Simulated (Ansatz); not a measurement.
# CoO: the cost of one run

Method: DFT PBE+U, scalar-relativistic, plane waves, PAW, in Ansatz 0.2.0.

## 1. The starting structure

The structure is hexagonal, space group P6_3mc (No. 186). The conventional cell has a = 3.198 Å, b = 3.198 Å, c = 5.229 Å, α = 90.00°, β = 90.00°, γ = 120.00°. Around Co (site symmetry 3m) lie 4 O at 1.92 to 1.97 Å. O (site symmetry 3m) is surrounded by 4 Co at 1.92 to 1.97 Å.

Structure file:

```
CELL_PARAMETERS angstrom
3.19765 0.00000 0.00000
-1.59882 2.76924 0.00000
0.00000 0.00000 5.22871
ATOMIC_POSITIONS crystal
Co 0.00000 0.00000 0.00347
Co 0.33333 0.66667 0.50336
O 0.00000 0.00000 0.37161
O 0.33333 0.66667 0.87156
```

The structure comes from the Materials Project (structure only).

## 2. Self-consistent density

input.yaml

```yaml
crystal:
  lattice:
    - [3.1976457435, 0.0, 0.0]
    - [-1.5988228718, 2.7692424462, 0.0]
    - [0.0, 0.0, 5.22870971]
  atoms:
    - { symbol: Co, position: [0.0, 0.0, 0.00347414], spin: -3.0 }
    - { symbol: Co, position: [0.33333333, 0.66666667, 0.50336241], spin: 3.0 }
    - { symbol: O, position: [0.0, 0.0, 0.37160885] }
    - { symbol: O, position: [0.33333333, 0.66666667, 0.8715556] }
magnetization:
  spin_polarized: true
basis:
  ecutwfc: 500
  fft_grid_basis: typed
kpoints:
  mp_grid: { grid: [12, 12, 6] }
hamiltonian:
  xc: pbe
  hubbard: { sites: [{ species: Co, l: d, u_eff: 3.32 }] }
  pseudopotentials: { kind: paw }
scf:
  occupations: { method: gaussian, width: 0.05 }
output:
  forces: true
  stress: true
  eigenvalues: true
  bader: true
  write_density: true
  volumetric_format: npy
  populations: true
  elf: true
```

Command:

```
ansatz run input.yaml --threads 2 --pin off --max-ram 4096MiB --backend cpu --events-out ev --progress --plain --runs-dir out
```

**Question.** How long does this run take on 2 threads of Arm Neoverse N1, shared host, and how much memory does it need?

About 3 min, with a peak of 1.6 GiB.
